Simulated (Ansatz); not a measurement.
# Pb: from a first guess to the relaxed bcc type

First guess:

```yaml
crystal:
  lattice:
    - [-1.92568, 1.92568, 1.92568]
    - [1.92568, -1.92568, 1.92568]
    - [1.92568, 1.92568, -1.92568]
  atoms:
    - { symbol: Pb, position: [0.00000, 0.00000, 0.00000] }
```

Method: Ansatz 0.2.0, DFT, PBE, PAW with Ansatz's default frozen-core files, scalar-relativistic.

Cell and atoms relax within the symmetry of the start on a 13×13×13 k mesh with 0.05 eV Fermi–Dirac smearing.

The start is built from a prototype, known or not as a phase of this compound; the cutoff is 420 eV.

No spin–orbit coupling, which matters for the heavy atoms here.

(1) What is the pressure of the first guess?

(2) What does it relax to?

(3) How much energy does the relaxation release?

Results:

(1) 5.60 GPa.

(2) a = 3.996 Å, b = 3.996 Å, c = 3.996 Å, α = 90.00°, β = 90.00°, γ = 90.00° (conventional cell), 31.90 Å³ per atom:
Space group Im-3m (No. 229). a = 3.996 Å, b = 3.996 Å, c = 3.996 Å, α = 90.00°, β = 90.00°, γ = 90.00°
```csv
atom,site,symmetry,x,y,z
Pb,2a,m-3m,0.0000,0.0000,0.0000
```

(3) 52 meV/atom.
